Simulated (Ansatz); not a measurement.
BAs: the change of pressure and energy less free atoms with volume scale

Periodic Kohn-Sham DFT of a crystal at fixed atoms, scaled to volume_scale times the given cell; pressure positive in compression, energy less spherical unpolarised free atoms, largest_vzz the field gradient of largest size among the nuclei. The results are calculated, by Ansatz 0.2.0.

The cell before it is scaled or strained (space group F-43m, No. 216):
```
CELL_PARAMETERS angstrom
0.00000 2.38850 2.38850
2.38850 0.00000 2.38850
2.38850 2.38850 0.00000
ATOMIC_POSITIONS crystal
B 0.00000 0.00000 0.00000
As 0.75000 0.75000 0.75000
```

Settings of every row: method all-electron LAPW; functional PBE; relativity scalar; k mesh 13x13x13; filling fermi-dirac; smearing width 0.05 eV; basis error target 0.5 meV/atom; nucleus gaussian.

Atom start moment: 0 on all atoms.

```csv
row,volume scale,V (Å³/atom),pressure (GPa),energy less free atoms (eV/atom)
1,0.96,13.081,9.048,-5.6915
2,0.98,13.354,5.732,-5.704
3,1,13.626,2.733,-5.7111
4,1.02,13.899,?,?
5,1.04,14.171,-2.432,-5.7114
```

Question: what pressure and energy less free atoms should row 4 give?

Worked fit of pressure. Take u = (V_r/V)^(2/3) − 1 with V_r = 13.49 Å³ an atom, which is twice the finite (Eulerian) strain; such expansions in the strain, on which the Birch-Murnaghan equation of state is built, carry the rest volume and the bulk modulus. The shown rows have u = 0.02074, 0.00678, -0.00667, -0.0323. Least squares give pressure = 4.1955 + 222.73 × u + 542.95 × u² GPa; a straight line predicts inner rows, each left out in turn, worse (root mean square 0.24 against 0.0028 GPa). The rows lie off it by 0.000, 0.001, -0.001, 0.000. The pressure vanishes at u = -0.0198, or V = 13.9 Å³ an atom, and there the bulk modulus at fixed shape and fractions is B = −V dP/dV = (2/3)(1 + u) dP/du = 132 GPa. The withheld row has u = -0.01972, so the fit gives 4.1955 + 222.73 × (-0.01972) + 542.95 × (-0.01972)² = 0.014 GPa.

The calculation gave 0.021 GPa. The fit lies 0.007 GPa (33 % of the value, 0.061 % of the column's range) below it; its largest miss of a shown row is 0.001 GPa.

Worked fit of energy less free atoms. Take u = (V_r/V)^(2/3) − 1 with V_r = 13.49 Å³ an atom, which is twice the finite (Eulerian) strain; such expansions in the strain, on which the Birch-Murnaghan equation of state is built, carry the rest volume and the bulk modulus. The shown rows have u = 0.02074, 0.00678, -0.00667, -0.0323. Least squares give energy less free atoms = −5.70818 + 0.5285 × u + 13.276 × u² eV/atom; a straight line predicts inner rows, each left out in turn, worse (root mean square 0.0058 against 3.2e-05 eV/atom). All shown rows lie on it to the printed digit. Its lowest point lies at u = -0.0199, or V = 13.9 Å³ an atom, and the curvature there gives the bulk modulus at fixed shape and fractions, B = (4/9)(1 + u)² E″(u)/V = 131 GPa. The withheld row has u = -0.01972, so the fit gives −5.70818 + 0.5285 × (-0.01972) + 13.276 × (-0.01972)² = -5.7134 eV/atom.

The calculation gave -5.7134 eV/atom. The fit meets it to the printed digit.
